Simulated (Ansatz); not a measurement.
# HfSiO4: the cost of one run

Program: Ansatz 0.2.0. Level of theory: DFT PBE, scalar-relativistic, plane waves, PAW. These are calculated values, not measurements.

### 1 The structure to begin with

Symmetry: I4_1/amd, No. 141, tetragonal system. Conventional cell: a = 6.573 Å, b = 6.573 Å, c = 5.963 Å, α = 90.00°, β = 90.00°, γ = 90.00°. Around Hf (site symmetry -4m2) lie 8 O at 2.11 to 2.26 Å. Si (site symmetry -4m2) is surrounded by 4 O at 1.62 Å. O (site symmetry m) is surrounded by 1 Si at 1.62 Å and 2 Hf at 2.11 to 2.26 Å.

Coordinates:

```cif
data_structure
_symmetry_space_group_name_H-M 'P 1'
_symmetry_Int_Tables_number 1
_cell_length_a 5.5217
_cell_length_b 5.5217
_cell_length_c 5.5217
_cell_angle_alpha 106.953
_cell_angle_beta 106.953
_cell_angle_gamma 114.635
_cell_volume 128.80
loop_
_atom_site_label
_atom_site_type_symbol
_atom_site_fract_x
_atom_site_fract_y
_atom_site_fract_z
_atom_site_occupancy
Hf1 Hf 0.75000 0.25000 0.50000 1
Hf2 Hf 0.00000 0.00000 0.00000 1
Si1 Si 0.25000 0.75000 0.50000 1
Si2 Si 0.50000 0.50000 0.00000 1
O1 O 0.13530 0.31980 0.81550 1
O2 O 0.06980 0.75430 0.68450 1
O3 O 0.50430 0.31980 0.18450 1
O4 O 0.06980 0.38530 0.31550 1
O5 O 0.61470 0.93020 0.68450 1
O6 O 0.68020 0.86470 0.18450 1
O7 O 0.24570 0.93020 0.31550 1
O8 O 0.68020 0.49570 0.81550 1
```

The start is a polymorph listed in a database, not an invented cell.

### 2 The guess as it stands, on a coarse mesh

The input, input.yaml:

```yaml
crystal:
  lattice:
    - [-3.28625011, 3.28625011, 2.98160005]
    - [3.28625011, -3.28625011, 2.98160005]
    - [3.28625011, 3.28625011, -2.98160005]
  atoms:
    - { symbol: Hf, position: [0.75, 0.25, 0.5] }
    - { symbol: Hf, position: [0.0, 0.0, 0.0] }
    - { symbol: Si, position: [0.25, 0.75, 0.5] }
    - { symbol: Si, position: [0.5, 0.5, 0.0] }
    - { symbol: O, position: [0.1353, 0.31979998, 0.81550001] }
    - { symbol: O, position: [0.06979998, 0.75429997, 0.68449999] }
    - { symbol: O, position: [0.50429997, 0.31979998, 0.18449999] }
    - { symbol: O, position: [0.06979998, 0.3853, 0.31550001] }
    - { symbol: O, position: [0.6147, 0.93020002, 0.68449999] }
    - { symbol: O, position: [0.68020002, 0.8647, 0.18449999] }
    - { symbol: O, position: [0.24570003, 0.93020002, 0.31550001] }
    - { symbol: O, position: [0.68020002, 0.49570003, 0.81550001] }
basis:
  ecutwfc: 420
kpoints:
  mp_grid: { grid: [4, 4, 4] }
hamiltonian:
  xc: pbe
scf:
  occupations: { method: gaussian, width: 0.1 }
  lower_state_search: "off"
output:
  forces: true
  stress: true
  eigenvalues: true
```

Run with:

```console
> ansatz run input.yaml --threads 1 --pin off --max-ram 2560MiB --backend cpu --events-out ev --progress --plain --runs-dir out
```

What time and memory should one allow on 1 thread of Intel Xeon at 2.70GHz, shared host?

About 13 s, with a peak of 0.46 GiB.
